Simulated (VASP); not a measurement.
# Input and output of a VASP PBE single-point calculation on Li$_{2}$S (antifluorite)

INCAR

```
LCHARG = .TRUE.
SIGMA = 0.02
NBANDS = 13
NSW = 0
NELM = 120
LASPH = .TRUE.
GGA = PE
ENCUT = 520
EDIFF = 1E-7
ISIF = 2
LELF = .TRUE.
PREC = Accurate
IBRION = -1
LREAL = .FALSE.
ISMEAR = -1
LWAVE = .FALSE.
```

KPOINTS

```
KPOINTS created by Atomic Simulation Environment
0
Gamma
8 8 8
0 0 0
```

KPOINTS_OPT

```
special points
7
Reciprocal
0.0000000000 0.0000000000 0.0000000000 1
0.5000000000 0.0000000000 0.5000000000 1
0.6250000000 0.2500000000 0.6250000000 1
0.3750000000 0.3750000000 0.7500000000 1
0.5000000000 0.5000000000 0.5000000000 1
0.5000000000 0.2500000000 0.7500000000 1
0.0000000000 0.5000000000 0.5000000000 1
```

POSCAR

```
S  Li
 1.0000000000000000
     0.0000000000000000    2.8452942153806053    2.8452942153806053
     2.8452942153806053    0.0000000000000000    2.8452942153806053
     2.8452942153806053    2.8452942153806053    0.0000000000000000
 S   Li
   1   2
Cartesian
 -0.0000000000000000  0.0000000000000000  0.0000000000000000
  1.4226471076903027  1.4226471076903027  1.4226471076903027
  4.2679413230709082  4.2679413230709082  4.2679413230709082
```

VASP ran with the recommended PBE PAW datasets (12 valence electrons in the cell).

Command

```
mpirun -np 1 vasp_std
```

OSZICAR

```
N       E                     dE             d eps       ncg     rms          rms(c)
DAV:   1     0.485297358353E+02    0.48530E+02   -0.53040E+03   754   0.892E+02
DAV:   2    -0.464209604803E+01   -0.53172E+02   -0.50621E+02   945   0.196E+02
DAV:   3    -0.121340201057E+02   -0.74919E+01   -0.74392E+01  1434   0.482E+01
DAV:   4    -0.122946138519E+02   -0.16059E+00   -0.16048E+00   975   0.101E+01
DAV:   5    -0.122987988733E+02   -0.41850E-02   -0.41850E-02  1201   0.124E+00    0.388E+00
DAV:   6    -0.120005209529E+02    0.29828E+00   -0.50424E-01   903   0.283E+00    0.291E+00
DAV:   7    -0.119848676038E+02    0.15653E-01   -0.13666E-01  1062   0.165E+00    0.181E+00
DAV:   8    -0.119960242515E+02   -0.11157E-01   -0.29374E-02   957   0.930E-01    0.788E-01
DAV:   9    -0.119954630971E+02    0.56115E-03   -0.98638E-04  1029   0.187E-01    0.489E-01
DAV:  10    -0.119956270346E+02   -0.16394E-03   -0.15242E-03   834   0.194E-01    0.288E-01
DAV:  11    -0.119956126474E+02    0.14387E-04   -0.96333E-05  1109   0.661E-02    0.103E-01
DAV:  12    -0.119956152215E+02   -0.25741E-05   -0.25952E-06   954   0.126E-02    0.775E-02
DAV:  13    -0.119956179139E+02   -0.26924E-05   -0.11362E-05   937   0.173E-02    0.319E-03
DAV:  14    -0.119956179168E+02   -0.28829E-08   -0.70067E-07   998   0.665E-03
   1 F= -.11995618E+02 E0= -.11995618E+02  d E =-.174536E-10
       N       E                     dE             ncg
DAV:   1    -0.396859932182E+03   -0.33619E+04      182
DAV:   2    -0.761328849587E+03   -0.36447E+03      207
DAV:   3    -0.814671114857E+03   -0.53342E+02      364
DAV:   4    -0.815727524892E+03   -0.10564E+01      225
DAV:   5    -0.815761732240E+03   -0.34207E-01      293
DAV:   6    -0.815761998683E+03   -0.26644E-03      241
DAV:   7    -0.815762008419E+03   -0.97361E-05      309
DAV:   8    -0.815762008454E+03   -0.35625E-07      236
```

From OUTCAR

```
k-points           NKPTS =     29   k-points in BZ     NKDIM =     29   number of bands    NBANDS=     13

   NELECT =      12.0000    total number of electrons

   dimension x,y,z NGX =    30 NGY =   30 NGZ =   30
   dimension x,y,z NGXF=    60 NGYF=   60 NGZF=   60

  energy-cutoff  :      520.00
  volume of cell :       46.07
      direct lattice vectors                 reciprocal lattice vectors
     0.000000000  2.845294215  2.845294215    -0.175728751  0.175728751  0.175728751
     2.845294215  0.000000000  2.845294215     0.175728751 -0.175728751  0.175728751
     2.845294215  2.845294215  0.000000000     0.175728751  0.175728751 -0.175728751

 k-points in reciprocal lattice and weights: KPOINTS created by Atomic Simulation Env
   0.00000000  0.00000000  0.00000000       0.002
   0.12500000  0.00000000  0.00000000       0.016
   0.25000000  0.00000000  0.00000000       0.016
   0.37500000  0.00000000  0.00000000       0.016
   0.50000000  0.00000000  0.00000000       0.008
   0.12500000  0.12500000  0.00000000       0.012
   0.25000000  0.12500000  0.00000000       0.047
   0.37500000  0.12500000  0.00000000       0.047
   ...

 E-fermi :   1.8793

 k-point     1 :       0.0000    0.0000    0.0000
  band No.  band energies     occupation
      1     -42.6847      2.00000
      2     -42.6414      2.00000
      3      -9.5445      2.00000
      4       1.4886      2.00000
      5       1.4886      2.00000
      6       1.4886      2.00000
      7       5.7844      0.00000
      8       7.7199      0.00000
      9       7.7199      0.00000
     10       7.7199      0.00000
     11      12.6781      0.00000
     12      12.6781      0.00000
     13      13.9349      0.00000

 k-point     2 :       0.1250    0.0000    0.0000
  band No.  band energies     occupation
      1     -42.6830      2.00000
      2     -42.6429      2.00000
      3      -9.4876      2.00000
      4       0.8912      2.00000
      5       1.4003      2.00000
      6       1.4003      2.00000
      7       6.2150      0.00000
      8       7.9562      0.00000
      9       7.9563      0.00000
     10       8.0739      0.00000
     11      11.7154      0.00000
     12      11.7154      0.00000
     13      14.0828      0.00000

 k-point     3 :       0.2500    0.0000    0.0000
  band No.  band energies     occupation
      1     -42.6779      2.00000
      2     -42.6473      2.00000
      3      -9.3416      2.00000
      4      -0.2023      2.00000
      5       1.2091      2.00000
      6       1.2091      2.00000
      7       6.8833      0.00000
      8       8.2823      0.00000
      9       8.2823      0.00000
     10       8.9232      0.00000
     11      11.3474      0.00000
     12      11.3474      0.00000
     13      14.5258      0.00000

 k-point     4 :       0.3750    0.0000    0.0000
  band No.  band energies     occupation
      1     -42.6706      2.00000
      2     -42.6540      2.00000
      3      -9.1810      2.00000
      4      -1.0711      2.00000
      5       1.0422      2.00000
      6       1.0422      2.00000
      7       7.4050      0.00000
      8       8.1821      0.00000
      9       8.1821      0.00000
     10       9.6560      0.00000
     11      12.4236      0.00000
     12      12.4236      0.00000
     13      15.0823      0.00000

 k-point     5 :       0.5000    0.0000    0.0000
  band No.  band energies     occupation
      1     -42.6622      2.00000
      2     -42.6621      2.00000
      3      -9.1094      2.00000
      4      -1.3956      2.00000
      5       0.9787      2.00000
      6       0.9787      2.00000
      7       7.6202      0.00000
      8       8.0657      0.00000
      9       8.0657      0.00000
     10       9.9212      0.00000
     11      14.3169      0.00000
     12      14.3170      0.00000
     13      14.5460      0.00000

 k-point     6 :       0.1250    0.1250    0.0000
  band No.  band energies     occupation
      1     -42.6824      2.00000
      2     -42.6434      2.00000
      3      -9.4689      2.00000
      4       0.9989      2.00000
      5       1.2181      2.00000
      6       1.2181      2.00000
      7       6.3273      0.00000
      8       7.8417      0.00000
      9       8.2215      0.00000
     10       8.2215      0.00000
     11      10.7495      0.00000
     12      12.9301      0.00000
     13      14.4766      0.00000

 k-point     7 :       0.2500    0.1250    0.0000
  band No.  band energies     occupation
      1     -42.6788      2.00000
      2     -42.6465      2.00000
      3      -9.3531      2.00000
      4       0.1375      2.00000
      5       0.9759      2.00000
      6       1.1114      2.00000
      7       6.7627      0.00000
      8       8.2017      0.00000
      9       8.6582      0.00000
     10       8.6907      0.00000
     11      10.4962      0.00000
     12      12.6605      0.00000
     13      14.9275      0.00000

 k-point     8 :       0.3750    0.1250    0.0000
  band No.  band energies     occupation
      1     -42.6726      2.00000
      2     -42.6521      2.00000
      3      -9.1960      2.00000
      4      -0.7694      2.00000
      5       0.8189      2.00000
      6       0.9134      2.00000
      7       7.1641      0.00000
      8       8.3883      0.00000
      9       8.7520      0.00000
     10       9.2264      0.00000
     11      11.4728      0.00000
     12      13.3099      0.00000
     13      15.2340      0.00000

 k-point     9 :       0.5000    0.1250    0.0000
  band No.  band energies     occupation
      1     -42.6649      2.00000
      2     -42.6594      2.00000
      3      -9.0917      2.00000
      4      -1.2592      2.00000
      5       0.7097      2.00000
      6       0.8149      2.00000
      7       7.4469      0.00000
      8       8.2549      0.00000
      9       8.5557      0.00000
     10      10.1442      0.00000
     11      12.6033      0.00000
     12      14.0558      0.00000
     13      15.0590      0.00000

 k-point    10 :      -0.3750    0.1250    0.0000
  band No.  band energies     occupation
      1     -42.6673      2.00000
      2     -42.6570      2.00000
      3      -9.1152      2.00000
      4      -1.1599      2.00000
      5       0.6142      2.00000
      6       0.9605      2.00000
      7       7.7606      0.00000
      8       7.9750      0.00000
      9       8.5264      0.00000
     10      10.1011      0.00000
     11      11.8536      0.00000
     12      13.8388      0.00000
     13      14.8567      0.00000

 k-point    11 :      -0.2500    0.1250    0.0000
  band No.  band energies     occupation
      1     -42.6747      2.00000
      2     -42.6502      2.00000
      3      -9.2487      2.00000
      4      -0.5204      2.00000
      5       0.6895      2.00000
      6       1.1915      2.00000
      7       7.3965      0.00000
      8       8.1959      0.00000
      9       8.6429      0.00000
     10       9.2554      0.00000
     11      10.3801      0.00000
     12      13.2290      0.00000
     13      15.1937      0.00000

 k-point    12 :      -0.1250    0.1250    0.0000
  band No.  band energies     occupation
      1     -42.6802      2.00000
      2     -42.6453      2.00000
      3      -9.4010      2.00000
      4       0.3465      2.00000
      5       0.9812      2.00000
      6       1.3847      2.00000
      7       6.7177      0.00000
      8       8.2549      0.00000
      9       8.3448      0.00000
     10       8.4221      0.00000
     11      10.4986      0.00000
     12      12.2709      0.00000
     13      14.9304      0.00000

 k-point    13 :       0.2500    0.2500    0.0000
  band No.  band energies     occupation
      1     -42.6769      2.00000
      2     -42.6480      2.00000
      3      -9.2779      2.00000
      4       0.1593      2.00000
      5       0.6736      2.00000
      6       0.6736      2.00000
      7       6.3049      0.00000
      8       8.1449      0.00000
      9       9.4675      0.00000
     10       9.4675      0.00000
     11      10.4780      0.00000
     12      13.6619      0.00000
     13      16.0388      0.00000

 k-point    14 :       0.3750    0.2500    0.0000
  band No.  band energies     occupation
      1     -42.6728      2.00000
      2     -42.6517      2.00000
      3      -9.1525      2.00000
      4      -0.4318      2.00000
      5       0.4688      2.00000
      6       0.4775      2.00000
      7       6.1348      0.00000
      8       8.5717      0.00000
      9       9.7092      0.00000
     10       9.9324      0.00000
     11      11.7235      0.00000
     12      14.2206      0.00000
     13      16.1136      0.00000

 ...

  Total        0.0680146      0.0680146      0.0680146      0.0000000      0.0000000      0.0000000
  in kB        2.3653830      2.3653830      2.3653830      0.0000000      0.0000000      0.0000000
  external PRESSURE =       2.3653830 kB  Pullay stress =       0.0000000 kB

 POSITION                                       TOTAL-FORCE (eV/Angst)
 -----------------------------------------------------------------------------------
      0.00000      0.00000      0.00000        -0.000000     -0.000000      0.000000
      1.42265      1.42265      1.42265        -0.000000     -0.000000     -0.000000
      4.26794      4.26794      4.26794         0.000000      0.000000      0.000000
 -----------------------------------------------------------------------------------
    total drift:                                0.000000     -0.000000      0.000000

  FREE ENERGIE OF THE ION-ELECTRON SYSTEM (eV)
  ---------------------------------------------------
  free  energy   TOTEN  =       -11.9956179168 eV

  energy  without entropy=      -11.9956179168  energy(sigma->0) =      -11.99561792
```

```
gap between bands v and c : 3.39 eV
least direct gap          : 4.30 eV
pressure                  : 0.2 GPa
```

Band v is the last that the valence electrons fill when counted band by band, and c is the next.

The run took about 24 s on one core of a shared host (Intel Xeon Platinum 8488C) and held 0.17 GiB at most.
